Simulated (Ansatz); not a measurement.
Runs of Ansatz 0.2.0 on CsSnI3. It takes space group Pm-3m (No. 221, cubic). The conventional cell has a = 6.206 Å, b = 6.206 Å, c = 6.206 Å, α = 90.00°, β = 90.00°, γ = 90.00°. Cs (site symmetry m-3m) has 12 I at 4.39 Å as nearest neighbours. I (site symmetry 4/mmm) has 2 Sn at 3.10 Å as nearest neighbours. Around Sn (site symmetry m-3m) lie 6 I at 3.10 Å. 

| level | cutoff (eV) | pressure (GPa) |
| --- | --- | --- |
| PBEsol | 420 | -0.7 |
| LDA | 420 | (a) |
| r2SCAN | 500 | 0.0 |
| BLYP | 420 | 2.0 |
| RPBE | 420 | (b) |
| revPBE | 420 | 1.4 |

Alike in all rows: task band structure; potentials or basis Ansatz PAW; no spin polarisation; cell as given; k mesh 5 × 5 × 5; smearing fermi-dirac 0.05 eV.

Question: Estimate the missing entries.

Answer: (a) -1.6; (b) 1.6.

Caveats: the cell was measured hot, at 500 K; the PAW data sets come from PBE, with cores solved anew for the run's functional, which leaves a small shift of forces and pressure.

Runs at the PBE level aren't shown here.
